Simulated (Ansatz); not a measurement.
# VO2: the cost of one run

Method: DFT PBE, scalar-relativistic, plane waves, PAW, in Ansatz 0.2.0.

A COD entry behind a cell of this session may itself be a prediction, so a difference from it is no test against experiment.

5 further runs of the same task are left out: 2 that didn't finish, 3 set aside as unsound or not needed.

### Step 1. The starting structure

The structure is tetragonal, space group P4_2/mnm (No. 136). Conventional cell: a = 4.584 Å, b = 4.584 Å, c = 2.838 Å, α = 90.00°, β = 90.00°, γ = 90.00°. V (site symmetry mmm) is surrounded by 6 O at 1.92 to 1.94 Å. O (site symmetry m2m) has 3 V at 1.92 to 1.94 Å as nearest neighbours.

Structure file:

```cif
data_structure
_symmetry_space_group_name_H-M 'P 1'
_symmetry_Int_Tables_number 1
_cell_length_a 4.5824
_cell_length_b 2.8383
_cell_length_c 4.5849
_cell_angle_alpha 90.000
_cell_angle_beta 89.994
_cell_angle_gamma 90.000
_cell_volume 59.63
loop_
_atom_site_label
_atom_site_type_symbol
_atom_site_fract_x
_atom_site_fract_y
_atom_site_fract_z
_atom_site_occupancy
V1 V 0.00000 0.00000 0.00000 1
V2 V 0.50000 0.50000 0.50000 1
O1 O 0.79982 0.50000 0.19981 1
O2 O 0.20018 0.50000 0.80019 1
O3 O 0.70019 0.00000 0.69981 1
O4 O 0.29981 0.00000 0.30019 1
```

This cell was relaxed beforehand with the same method: volume 9.94 Å³/atom, gap on the mesh none (metal), site moments up to 0.8 μB.

### Step 2. Static run: bands, density of states and charges

Contents of input.yaml:

```yaml
crystal:
  lattice:
    - [4.5818078688, 0.0, 0.0726108571]
    - [0.0, 2.8383342678, 0.0]
    - [-0.0721994422, 0.0, 4.5843152785]
  atoms:
    - { symbol: V, position: [0.0, 0.0, 0.0], spin: 0.92 }
    - { symbol: V, position: [0.5, 0.5, 0.5], spin: 0.92 }
    - { symbol: O, position: [0.7998225365, 0.5, 0.199813809] }
    - { symbol: O, position: [0.2001774635, 0.5, 0.800186191] }
    - { symbol: O, position: [0.7001915248, 0.0, 0.6998119994] }
    - { symbol: O, position: [0.2998084752, 0.0, 0.3001880006] }
basis:
  ecutwfc: 420
kpoints:
  mp_grid: { grid: [8, 12, 8] }
  band_path:
    path:
      - [[0.0, 0.0, 0.0], [-0.5, 0.0, -4.922e-05], [-0.5, 0.0, -0.50004922], [0.0, 0.0, -0.5], [0.0, 0.0, 0.0], [0.0, -0.5, 0.0], [-0.5, -0.5, -4.922e-05], [-0.5, -0.5, -0.50004922], [0.0, -0.5, -0.5], [0.0, -0.5, 0.0]]
      - [[-0.5, 0.0, -4.922e-05], [-0.5, -0.5, -4.922e-05]]
      - [[0.0, 0.0, -0.5], [0.0, -0.5, -0.5]]
      - [[-0.5, 0.0, -0.50004922], [-0.5, -0.5, -0.50004922]]
    npoints: 14
hamiltonian:
  xc: pbe
scf:
  occupations: { method: gaussian, width: 0.1 }
  n_extra_bands: 15
output:
  forces: true
  stress: true
  eigenvalues: true
  populations: true
  dos: { projected: true, de: 0.02, nscf_kmesh: { grid: [12, 18, 12] } }
  bader: true
  write_density: true
  write_potential: true
  elf: true
  volumetric_format: npy
magnetization:
  spin_polarized: true
checkpoint:
  read: start.run
  write: ck
  compress: false
  write_wavefunctions: false
  write_every: 100000
```

Run with:

```sh
ansatz run input.yaml --threads 1 --pin off --max-ram 2560MiB --backend cpu --events-out ev --progress --plain --runs-dir out
```

**Question.** How long does this run take on 1 thread of Intel Xeon Platinum 8488C (Sapphire Rapids), shared host, and how much memory does it need?

About 2.2 min, with a peak of 1.6 GiB.
